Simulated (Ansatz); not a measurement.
Relaxing Pb in the sc type

First guess:

```
CELL_PARAMETERS angstrom
3.21951 0.00000 0.00000
0.00000 3.21951 0.00000
0.00000 0.00000 3.21951
ATOMIC_POSITIONS crystal
Pb 0.00000 0.00000 0.00000
```

The calculation used DFT, PBE, PAW with Ansatz's default frozen-core files, scalar-relativistic (Ansatz 0.2.0).

Cell and atoms relax within the symmetry of the start on a 11×11×11 k mesh with 0.08 eV Fermi–Dirac smearing.

The start is built from a prototype, known or not as a phase of this compound; the cutoff is 420 eV.

Spin–orbit coupling is left out, though it moves levels of the heavy atoms by tenths of an eV or more.

What is the pressure of the first guess?

1.26 GPa.

What does it relax to?

a = 3.256 Å, b = 3.256 Å, c = 3.256 Å, α = 90.00°, β = 90.00°, γ = 90.00° (conventional cell), 34.52 Å³ per atom:
Space group Pm-3m (No. 221). a = 3.256 Å, b = 3.256 Å, c = 3.256 Å, α = 90.00°, β = 90.00°, γ = 90.00°
| atom | site | symmetry | x | y | z |
| --- | --- | --- | --- | --- | --- |
| Pb | 1a | m-3m | 0.0000 | 0.0000 | 0.0000 |

How much energy does the relaxation release?

4 meV/atom.
